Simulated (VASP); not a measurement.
# Si (Fd-3m) in VASP: Born charges and dielectric tensor with PBEsol

Aim: the Born charges and dielectric tensor of Si with PBEsol.

All numbers are computed with VASP 6.6.1; they aren't measurements. Logs are shortened: lines on timing, memory, paths and dates and some standing lists are left out, and cuts for length are marked.

## (1) The structure

It takes space group Fd-3m (No. 227, cubic). Conventional cell: a = 5.435 Å, b = 5.435 Å, c = 5.435 Å, α = 90.00°, β = 90.00°, γ = 90.00°. Around Si (site symmetry -43m) lie 4 Si at 2.35 Å.

## (2) Born charges and dielectric tensor, PBEsol

Input file INCAR:

```
ALGO = Normal ; EDIFF = 1E-8
ENCUT = 600 ; GGA = PS
IBRION = 8 ; ISIF = 2
ISMEAR = 0 ; LASPH = True
LCHARG = False ; LEPSILON = True
LREAL = False ; LWAVE = False
NELM = 80 ; NSW = 1
PREC = Accurate ; SIGMA = 0.02
```

Input file KPOINTS:

```
k-points
0
Gamma
  14 14 14
```

Input file POSCAR:

```
Si
1.0
    0.0000000000      2.7176300000      2.7176300000
    2.7176300000      0.0000000000      2.7176300000
    2.7176300000      2.7176300000      0.0000000000
Si
2
Direct
    0.5000000000      0.5000000000      0.5000000000
    0.7500000000      0.7500000000      0.7500000000
```

Potentials or basis: VASP PAW PBE potentials, release 64 (Si).

The run is started by

```console
> cat potpaw_PBE.64/Si/POTCAR > POTCAR
> mpirun -np 1 vasp_std > vasp.out
```

OUTCAR:

```text
EDIFF = 1E-8
   ENCUT = 600
   GGA = PS
   IBRION = 8
   ISIF = 2
   ISMEAR = 0
   LASPH = True
   LEPSILON = True
   LREAL = False
   NELM = 80
   NSW = 1
   PREC = Accurate

 ion  position               nearest neighbor table
   1  0.500  0.500  0.500-   2 2.35   2 2.35   2 2.35   2 2.35
   2  0.750  0.750  0.750-   1 2.35   1 2.35   1 2.35   1 2.35

  LATTYP: Found a face centered cubic cell.
 ALAT       =     5.4352600000

  Lattice vectors:

 A1 = (   0.0000000000,   2.7176300000,   2.7176300000)
 A2 = (   2.7176300000,   0.0000000000,   2.7176300000)
 A3 = (   2.7176300000,   2.7176300000,   0.0000000000)

Analysis of symmetry for initial positions (statically):
=====================================================================
 Subroutine PRICEL returns:
 Original cell was already a primitive cell.

 Routine SETGRP: Setting up the symmetry group for a
 face centered cubic supercell.

 Subroutine GETGRP returns: Found 48 space group operations
 (whereof 24 operations were pure point group operations)
 out of a pool of 48 trial point group operations.

The static configuration has the point symmetry T_d .
 The point group associated with its full space group is O_h .

Analysis of symmetry for dynamics (positions and initial velocities):
=====================================================================
 Subroutine PRICEL returns:
 Original cell was already a primitive cell.

 Routine SETGRP: Setting up the symmetry group for a
 face centered cubic supercell.

 Subroutine GETGRP returns: Found 48 space group operations
 (whereof 24 operations were pure point group operations)
 out of a pool of 48 trial point group operations.

The dynamic configuration has the point symmetry T_d .
 The point group associated with its full space group is O_h .

 Subroutine INISYM returns: Found 48 space group operations
 (whereof 24 operations are pure point group operations),
 and found     1 'primitive' translations

[... 491 lines left out ...]
     0.00000  0.00309  9.56413
     0.00000  9.56413  0.00309

 MACROSCOPIC STATIC DIELECTRIC TENSOR (including local field effects in DFT)
 ------------------------------------------------------
          13.391406    -0.000000     0.000000
           0.000000    13.391406     0.000000
           0.000000     0.000000    13.391406
 ------------------------------------------------------

 PIEZOELECTRIC TENSOR (including local field effects)  for field in x, y, z        (e  Angst)
          XX          YY          ZZ          XY          YZ          ZX
  --------------------------------------------------------------------------------
  x     0.00000    -0.00000    -0.00000     0.00000     0.00000     0.00000
  y    -0.00000     0.00000    -0.00000     0.00000     0.00000     0.00000
  z     0.00000     0.00000     0.00000     0.00000     0.00000     0.00000

 PIEZOELECTRIC TENSOR (including local field effects)  for field in x, y, z        (C/m^2)
          XX          YY          ZZ          XY          YZ          ZX
  --------------------------------------------------------------------------------
  x     0.00000    -0.00000    -0.00000     0.00000     0.00000     0.00000
  y    -0.00000     0.00000    -0.00000     0.00000     0.00000     0.00000
  z     0.00000     0.00000     0.00000     0.00000     0.00000     0.00000

 BORN EFFECTIVE CHARGES (including local field effects) (in |e|, cummulative output)
 ---------------------------------------------------------------------------------
 ion    1
    1     0.00000    -0.00000    -0.00000
    2    -0.00000    -0.00000     0.00000
    3    -0.00000     0.00000    -0.00000
 ion    2
    1    -0.00000     0.00000     0.00000
    2     0.00000     0.00000    -0.00000
    3     0.00000    -0.00000     0.00000

 INTERNAL STRAIN TENSOR FOR ION    2 for displacements in x,y,z  (eV/Angst):
          X           Y           Z          XY          YZ          ZX
  --------------------------------------------------------------------------------
  x     0.00000     0.00000     0.00000     0.00000    -9.56413     0.00000
  y     0.00000    -0.00000     0.00000     0.00000     0.00000    -9.56413
  z     0.00000     0.00000     0.00000    -9.56413     0.00000     0.00000

 SECOND DERIVATIVES (NOT SYMMETRIZED)
 ------------------------------------
               1X          1Y          1Z          2X          2Y          2Z
  1X   -13.349463    0.000000    0.000000   13.349463    0.000000    0.000000
  1Y     0.000000  -13.349463    0.000000    0.000000   13.349463    0.000000
  1Z     0.000000    0.000000  -13.349463    0.000000    0.000000   13.349463
  2X    13.349463    0.000000    0.000000  -13.349463    0.000000    0.000000
  2Y     0.000000   13.349463    0.000000    0.000000  -13.349463    0.000000
  2Z     0.000000    0.000000   13.349463    0.000000    0.000000  -13.349463

 Eigenvectors and eigenvalues of the dynamical matrix
 ----------------------------------------------------

   1 f  =   15.242647 THz    95.772378 2PiTHz  508.439986 cm-1    63.038496 meV
             X         Y         Z           dx          dy          dz
      2.717630  2.717630  2.717630     0.000000   -0.707107    0.000000
      4.076445  4.076445  4.076445     0.000000    0.707107    0.000000
[... 21 lines left out ...]
   6 f  =    0.000000 THz     0.000000 2PiTHz    0.000000 cm-1     0.000000 meV
             X         Y         Z           dx          dy          dz
      2.717630  2.717630  2.717630     0.000000    0.000000    0.707107
      4.076445  4.076445  4.076445     0.000000    0.000000    0.707107

--------------------------------------------------------------------------------------------------------

 MACROSCOPIC STATIC DIELECTRIC TENSOR IONIC CONTRIBUTION
 ------------------------------------------------------
           0.000000    -0.000000    -0.000000
          -0.000000     0.000000    -0.000000
          -0.000000    -0.000000     0.000000
 ------------------------------------------------------

 ELASTIC MODULI CONTR FROM IONIC RELAXATION (kBar)
 Direction    XX          YY          ZZ          XY          YZ          ZX
 --------------------------------------------------------------------------------
 XX          -0.0000      0.0000      0.0000      0.0000      0.0000      0.0000
 YY           0.0000     -0.0000      0.0000     -0.0000      0.0000     -0.0000
 ZZ           0.0000      0.0000     -0.0000      0.0000      0.0000      0.0000
 XY           0.0000     -0.0000      0.0000   -273.4870      0.0000     -0.0000
 YZ           0.0000      0.0000      0.0000      0.0000   -273.4870      0.0000
 ZX           0.0000     -0.0000      0.0000     -0.0000      0.0000   -273.4870
 --------------------------------------------------------------------------------

 PIEZOELECTRIC TENSOR IONIC CONTR  for field in x, y, z        (C/m^2)
          XX          YY          ZZ          XY          YZ          ZX
  --------------------------------------------------------------------------------
  x    -0.00000    -0.00000     0.00000    -0.00000     0.00000    -0.00000
  y     0.00000    -0.00000    -0.00000     0.00000    -0.00000    -0.00000
  z     0.00000     0.00000     0.00000    -0.00000    -0.00000     0.00000
```

stdout:

```text
POSCAR found type information on POSCAR Si
 POSCAR found :  1 types and       2 ions
 scaLAPACK will be used
 -----------------------------------------------------------------------------
|                                                                             |
|                                                                             |
|     You enforced a specific xc type in the INCAR file but a different       |
[... 34 lines left out ...]
  Direction:   3
 dielectric tensor                  component  3 :     1.096     4.208    13.391
 Linear response DOF=           1
 Linear response progress:
 first order change of Fermi-energy   0.79584E-04
 force on displaced ion       1 direction 1 : -13.349   0.000   0.000
 Born effective charge ion    1 direction 1 :  -0.001   0.000   0.000
 Born effective charges drift removed
 Linear response finished
```

Run time: 5.1 min. Hardware: 1 thread of Intel Xeon Platinum 8488C (Sapphire Rapids), shared host; peak memory 0.49 GiB.

What came out:

* Band gap on the k mesh: 0.46 eV, indirect (least direct gap 2.52 eV)
* Electronic dielectric tensor (diagonal): 13.39
* Born charges (mean of the diagonal): Si +0.00 e
* Highest phonon frequency at Γ: 508 cm⁻¹

Levels at points of the mesh, in eV from the valence-band top:
```csv
k point,band 2,band 3,band 4,band 5,band 6,band 7
"(0.00, 0.00, 0.00)",0.00,0.00,0.00,2.52,2.52,2.52
"(0.50, 0.00, 0.00)",-7.00,-1.20,-1.20,1.46,3.27,3.27
"(0.50, 0.50, 0.00)",-7.82,-2.87,-2.87,0.59,0.59,10.04
```

Phonon frequencies in cm⁻¹ (negative: imaginary):
| q point | frequencies |
| --- | --- |
| (0.000, 0.000, 0.000) | 0 0 0 508 508 508 |

Electronic dielectric tensor:
```
13.39  0.00  0.00
 0.00 13.39  0.00
 0.00  0.00 13.39
```

Born effective charge tensors (e):
atom 1, Si
```
0.00 0.00 0.00
0.00 0.00 0.00
0.00 0.00 0.00
```
atom 2, Si
```
0.00 0.00 0.00
0.00 0.00 0.00
0.00 0.00 0.00
```

Caveat: the gap is small at this level, which inflates the dielectric constant.
